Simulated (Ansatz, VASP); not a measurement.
## Ga3Se: VASP beside Ansatz

```
CELL_PARAMETERS angstrom
4.40843 0.00000 0.00000
0.00000 4.40843 0.00000
0.00000 0.00000 4.40843
ATOMIC_POSITIONS crystal
Ga 0.00000 0.50000 0.50000
Ga 0.50000 0.00000 0.50000
Ga 0.50000 0.50000 0.00000
Se 0.00000 0.00000 0.00000
```

Alike in both runs: functional PBE; k mesh 10 × 10 × 10; occupations gaussian, width 0.1 eV; no spin polarisation.

Ansatz relaxed the structure, and its values are those at the end. VASP's run is a single point on that final structure, the one shown.

|  | VASP | Ansatz |
| --- | --- | --- |
| version | VASP 6.6.1 | Ansatz 0.2.0 |
| potentials or method | VASP PAW PBE potentials, release 64 (Ga_d, Se) | scalar-relativistic, plane waves, PAW |
| plane-wave cutoff (eV) | 520 | 420 |
| valence electrons in the cell | 45 | 55 |

Ansatz gave:

| Quantity | Value |
| --- | --- |
| gap on the k mesh at the Fermi level (eV) | none |
| pressure (GPa) | 0.0 |

Task: What did VASP give for the same quantities?

Result: gap on the k mesh at the Fermi level (eV): none; pressure (GPa): 0.1.

A gap of «none» marks a metal or a gap that the smearing closes. With one functional, cell and mesh, what is left measures potentials, basis and numerics. The two sets of potentials don't hold the same shells in valence.
